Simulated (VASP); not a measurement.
# PtS2 (P-3m1) in VASP: further runs, part 5 of 5

VASP 6.6.1. Earlier steps stand in the parts before.

### Step 6. G0W0 quasiparticle levels, PBE

Contents of POSCAR:

```
PtS2
1.0
    3.5432000000      0.0000000000      0.0000000000
   -1.7716000000      3.0685012107      0.0000000000
    0.0000000000      0.0000000000      5.0388000000
Pt S
1 2
Direct
    0.0000000000      0.0000000000      0.0000000000
    0.6666666667      0.3333333333      0.7730000000
    0.3333333333      0.6666666667      0.2270000000
```

Contents of INCAR.step1:

```
SYSTEM = PtS2
ALGO     = Normal         ! electronic algorithm
EDIFF    = 1E-8           ! SCF threshold, eV
ENCUT    = 450            ! plane-wave cutoff, eV
GGA      = PE             ! functional
ISMEAR   = 0              ! smearing method
LASPH    = .TRUE.         ! aspherical terms in the spheres
LCHARG   = .FALSE.        ! write CHGCAR
LREAL    = .FALSE.        ! projectors in reciprocal space
LWAVE    = .TRUE.         ! write WAVECAR
NELM     = 100            ! most SCF steps
PREC     = Accurate       ! precision mode
SIGMA    = 0.01           ! smearing width, eV
```

Contents of INCAR.step2:

```
SYSTEM = PtS2
ALGO     = Exact          ! electronic algorithm
EDIFF    = 1E-8           ! SCF threshold, eV
ENCUT    = 450            ! plane-wave cutoff, eV
GGA      = PE             ! functional
ISMEAR   = 0              ! smearing method
ISTART   = 1            
LASPH    = .TRUE.         ! aspherical terms in the spheres
LCHARG   = .FALSE.        ! write CHGCAR
LOPTICS  = .TRUE.         ! frequency-dependent dielectric function
LREAL    = .FALSE.        ! projectors in reciprocal space
LWAVE    = .TRUE.         ! write WAVECAR
NBANDS   = 230            ! bands
NELM     = 1              ! most SCF steps
PREC     = Accurate       ! precision mode
SIGMA    = 0.01           ! smearing width, eV
```

Contents of INCAR.step3:

```
SYSTEM = PtS2
ALGO     = EVGW0          ! electronic algorithm
EDIFF    = 1E-8           ! SCF threshold, eV
ENCUT    = 450            ! plane-wave cutoff, eV
ENCUTGW  = 200            ! cutoff of the response function
GGA      = PE             ! functional
ISMEAR   = 0              ! smearing method
ISTART   = 1            
LASPH    = .TRUE.         ! aspherical terms in the spheres
LCHARG   = .FALSE.        ! write CHGCAR
LREAL    = .FALSE.        ! projectors in reciprocal space
LWAVE    = .FALSE.        ! write WAVECAR
NBANDS   = 230            ! bands
NBANDSGW = 19           
NELMGW   = 1            
NOMEGA   = 48             ! frequency points
PREC     = Accurate       ! precision mode
PRECFOCK = Fast         
SIGMA    = 0.01           ! smearing width, eV
```

Contents of KPOINTS:

```
k-points
0
G
  3 3 2
  0 0 0
```

Potentials or basis: VASP PAW PBE potentials, release 64 (Pt_GW, S_GW).

Launch:

```console
$ cat potpaw_PBE.64/Pt_GW/POTCAR potpaw_PBE.64/S_GW/POTCAR > POTCAR
$ cp INCAR.step1 INCAR
$ mpirun -np 1 vasp_std > vasp.out
$ cp INCAR.step2 INCAR
$ mpirun -np 1 vasp_std > vasp.out
$ cp INCAR.step3 INCAR
$ mpirun -np 1 vasp_std > vasp.out
```

OUTCAR:

```text
SYSTEM = PtS2
   EDIFF = 1E-8
   ENCUT = 450
   ENCUTGW = 200
   GGA = PE
   ISMEAR = 0
   ISTART = 1
   LASPH = .TRUE.
   LREAL = .FALSE.
   NELMGW = 1
   PREC = Accurate
   PRECFOCK = Fast

 Found      6 irreducible k-points:

 Following reciprocal coordinates:
            Coordinates               Weight
  0.000000  0.000000  0.000000      1.000000
  0.333333 -0.000000  0.000000      6.000000
  0.333333  0.333333  0.000000      2.000000
  0.000000  0.000000  0.500000      1.000000
  0.333333 -0.000000  0.500000      6.000000
  0.333333  0.333333  0.500000      2.000000
   k-points           NKPTS =      6   k-points in BZ     NKDIM =     18   number of bands    NBANDS=    230
   number of dos      NEDOS =    301   number of ions     NIONS =      3
   total plane-waves  NPLWV =  28224
   dimension x,y,z NGX =    28 NGY =   28 NGZ =   36
   dimension x,y,z NGXF=    56 NGYF=   56 NGZF=   72
   ions per type =               1   2
   NGX,Y,Z   is equivalent  to a cutoff of  13.14, 13.14, 11.88 a.u.
   NGXF,Y,Z  is equivalent  to a cutoff of  26.28, 26.28, 23.76 a.u.
 SYSTEM =  PtS2
   PREC   = accura    normal or accurate (medium, high low for compatibility)
   ISTART =      1    job   : 0-new  1-cont  2-samecut
[... 30 lines left out ...]
  Thomas-Fermi vector in A             =   2.343439
   LORBIT       =      0    0 simple, 1 ext, 2 COOP (PROOUT), +10 PAW based schemes
   GGA     = PE    functional components
   LHFCALC =     T    Hartree Fock is set to
   PRECFOCK=fast      Normal, Fast or Accurate (Low or Medium for compatibility)
   ENCUT4O =  -1.0   cutoff for four orbital integrals eV
   NKREDX  =     1    reduce k-point grid by
   NKREDY  =     1    reduce k-point grid by
   NKREDZ  =     1    reduce k-point grid by
   AEXX    =    1.0000 exact exchange contribution
   HFSCREEN=    0.0000 screening length (either q_TF or 0.3 A-1)
   HFSCREENC=   0.0000 screening length for correlation (either q_TF or 0.3 A-1)
   ENCUTFOCK=  -1.0 apply spherical cutoff to Coloumb kernel
   IVDW    =     0    specifies the selected vdW correction
   LEPSILON=     F    determine dielectric tensor
   LRPA    =     F    only Hartree local field effects (RPA)
   LRPAFORCE           =     F    calculate RPA forces
   ENCUTGW             = 200.0    cutoff for response function in eV
   ENCUTGWSOFT         = 160.0    soft cutoff for Coulomb kernel in GW response function in eV
   ENCUTLF             =  -1.0    cutoff for local field effects
   NELMGW              =     1    number of iterations in solving QP/BSE equation
   NELMHF              =     1    number of iterations in the inner HF iteration
   NKREDLFX            =     1    NKREDLFY  =   1   NKREDLFZ  =   1
 non-spin polarized calculation
 Gauss-broadening in eV      SIGMA  =   0.01
  energy-cutoff  :      450.00
  volume of cell :       54.78
 maximum number of plane-waves:      1206
 NGX is ok and might be reduce to    28
  NGX = 14; NGY = 14; NGZ = 20
   NGX = 13   NGY = 13   NGZ = 17
 maximum number of plane-waves:       355

 QP shifts <psi_nk| G(iteration)W_0 |psi_nk>: iteration 1
 for sc-GW calculations column KS-energies equals QP-energies in previous step
 and V_xc(KS)=  KS-energies - (<T + V_ion + V_H > + <T+V_H+V_ion>^1  + <V_x>^1)

 k-point   1 :       0.0000    0.0000    0.0000
  band No.  KS-energies  QP-energies   sigma(KS)   V_xc(KS)     V^pw_x(r,r')   Z            occupation Imag(sigma)

      1      -8.8583      -9.1390     -13.5976     -13.1655     -21.5013       0.6495       2.0000       1.4768
      2      -5.6146      -6.1233     -14.7639     -14.0187     -21.2108       0.6827       2.0000       0.9689
      3      -0.3200      -0.9323     -14.0099     -13.1494     -18.0534       0.7115       2.0000       0.4931
      4      -0.3200      -0.9323     -14.0099     -13.1494     -18.0534       0.7115       2.0000       0.4931
      5      -0.2003      -0.8779     -12.9430     -11.9905     -17.6611       0.7114       2.0000       0.7175
      6       2.7428       2.0220     -13.9386     -12.9259     -18.0349       0.7118       2.0000       0.2632
[... 113 lines left out ...]
      5       0.2052      -0.4533     -13.6822     -12.7892     -17.2706       0.7374       2.0000       0.4761
      6       2.3307       1.7328     -14.0874     -13.2671     -17.4454       0.7289       2.0000       0.3536
[... 11 lines left out ...]
     18      17.2992      17.4663     -10.9337     -11.1543      -5.1629       0.7575       0.0000      -0.2986
     19      17.2992      17.4663     -10.9337     -11.1543      -5.1629       0.7575       0.0000      -0.2986
```

OUTCAR.step1:

```text
SYSTEM = PtS2
   EDIFF = 1E-8
   ENCUT = 450
   GGA = PE
   ISMEAR = 0
   LASPH = .TRUE.
   LREAL = .FALSE.
   NELM = 100
[... 216 lines left out ...]
      0.00000      0.00000      0.00000         0.000000      0.000000      0.000000
      1.77160      1.02283      3.89499        -0.000000      0.000000     -1.151666
     -0.00000      2.04567      1.14381        -0.000000      0.000000      1.151666
 -----------------------------------------------------------------------------------
    total drift:                                0.000000     -0.000000      0.000000

  FREE ENERGIE OF THE ION-ELECTRON SYSTEM (eV)
  ---------------------------------------------------
  free  energy   TOTEN  =       -15.3524392700 eV

  energy  without entropy=      -15.3524392700  energy(sigma->0) =      -15.35243927
```

OUTCAR.step2:

```text
SYSTEM = PtS2
   EDIFF = 1E-8
   ENCUT = 450
   GGA = PE
[... 602 lines left out ...]
  --------------------------------------------------------------------------------------------------------------
     0.00000    14.30430    14.30430     8.82013     0.00000     0.00000    -0.00000
     1.80797    21.35404    21.35404    11.55488     0.00000     0.00000    -0.00000
     3.61595    10.58188    10.58188    11.97786     0.00000     0.00000    -0.00000
     5.42392     3.87404     3.87404     8.18716    -0.00000    -0.00000     0.00000
     7.23189     0.20913     0.20913     4.26809    -0.00000    -0.00000     0.00000
     9.03986    -1.26388    -1.26388    -0.83334    -0.00000     0.00000     0.00000
[... 92 lines left out ...]
   177.18131     0.97540     0.97540     0.97500    -0.00000    -0.00000     0.00000
   178.98928     0.97595     0.97595     0.97555    -0.00000    -0.00000     0.00000
```

Wall time 85 s (1 thread of Intel Xeon 6975P-C (Granite Rapids), shared host); peak memory 0.42 GiB.

These settings aren't checked as converged: the numbers below hold their error.

What came out:

```yaml
Band_gap_on_the_k_mesh_mean-field_level: 1.18 eV, indirect (least direct gap 2.40 eV)
Quasiparticle_gap: 1.75 eV
Least_direct_quasiparticle_gap: 3.08 eV
```

Caveat: the k mesh is coarse (spacing up to 0.68 Å⁻¹), so the values aren't converged; bands, screening cutoff and mesh are small and nothing is extrapolated, so the quasiparticle values aren't converged; spin-orbit coupling is left out, which moves the levels of the heavy elements; an odd mesh through Γ misses points on the zone boundary, where band edges often lie.
